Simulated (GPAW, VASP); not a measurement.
Given: the input of a run of VASP 6.6.1 on Si2Ni. 

Contents of INCAR:

```
SYSTEM = Si2Ni
PREC     = Accurate       ! precision mode
ENCUT    = 500            ! plane-wave cutoff, eV
EDIFF    = 1E-6           ! SCF threshold, eV
ISMEAR   = 0              ! smearing method
SIGMA    = 0.05           ! smearing width, eV
LREAL    = .FALSE.        ! projectors in reciprocal space
LASPH    = .TRUE.         ! aspherical terms in the spheres
NELM     = 120            ! most SCF steps
ALGO     = Normal         ! electronic algorithm
ISIF     = 2              ! what is computed and relaxed
LWAVE    = .FALSE.        ! write WAVECAR
LCHARG   = .FALSE.        ! write CHGCAR
ISPIN    = 2              ! spin polarisation
MAGMOM   = 1 0 0          ! initial moments
LORBIT   = 11             ! projections on sites
LMAXMIX  = 4              ! l up to which the mixer works
```

Contents of KPOINTS:

```
Automatic mesh
0
G
  9 9 9
  0 0 0
```

The input POSCAR:

```
Si2Ni
1.0
    0.0000000000      2.7030000000      2.7030000000
    2.7030000000      0.0000000000      2.7030000000
    2.7030000000      2.7030000000      0.0000000000
Ni Si
1 2
Direct
    0.0000000000      0.0000000000      0.0000000000
    0.7500000000      0.7500000000      0.7500000000
    0.2500000000      0.2500000000      0.2500000000
```

Potentials or basis: VASP PAW LDA potentials, release 64 (Ni, Si).

Run with:

```sh
$ cat potpaw_LDA.64/Ni/POTCAR potpaw_LDA.64/Si/POTCAR > POTCAR
$ mpirun -np 1 vasp_std > vasp.out
```

Q: Set up the same calculation for GPAW 26.7.0 (ASE script). Potentials or basis there: the program's PAW data sets (release 1.2.1) made for this functional, cutoff 600 eV.

A: As run (cutoffs and basis follow the program's own potentials, and thresholds, step limits or extra output files can differ):

The input run.py:

```python
from ase.dft.bandgap import bandgap
from ase.io import read, write
from ase.units import GPa
from gpaw import GPAW, PW

atoms = read('POSCAR')
atoms.set_initial_magnetic_moments([1.0, 0.0, 0.0])

calc = GPAW(mode=PW(600),
            xc='LDA',
            kpts={'size': (9, 9, 9), 'gamma': True},
            occupations={'name': 'methfessel-paxton', 'order': 0, 'width': 0.05},
            nbands=24,
            convergence={'density': 1e-05, 'energy': 1e-05},
            maxiter=150,
            txt='gpaw.txt')
atoms.calc = calc
energy = atoms.get_potential_energy()
forces = atoms.get_forces()
stress = atoms.get_stress()
calc.write('gs.gpw')
write('result.traj', atoms)
print(f'Energy: {energy:.6f} eV')
print('Forces (eV/A):')
print(forces.round(4))
print('Stress (GPa):', (stress / GPa).round(3))
print('Moments:', calc.get_magnetic_moments().round(3))
print('Fermi level:', round(calc.get_fermi_level(), 4), 'eV')
print(f'Gap: {bandgap(calc)[0]:.4f} eV, direct: {bandgap(calc, direct=True)[0]:.4f} eV')
```

Contents of POSCAR:

```
Si2Ni
1.0
    0.0000000000      2.7030000000      2.7030000000
    2.7030000000      0.0000000000      2.7030000000
    2.7030000000      2.7030000000      0.0000000000
Ni Si
1 2
Direct
    0.0000000000      0.0000000000      0.0000000000
    0.7500000000      0.7500000000      0.7500000000
    0.2500000000      0.2500000000      0.2500000000
```

Potentials or basis: the program's PAW data sets (release 1.2.1) made for this functional, pw.

Launch:

```bash
$ OMP_NUM_THREADS=1 python run.py
```

Both were run:

|  | VASP | GPAW |
| --- | --- | --- |
| Pressure | -3.7 GPa | -3.3 GPa |
| Net moment | 0.00 μB per cell | 0.00 μB per cell |

The potentials hold 18 and 24 valence electrons a cell.

The two programs' LDA may be different fits to the electron gas.

The magnetic state is the one that the start led to; the real crystal's order can differ.

Pressure is positive in compression.
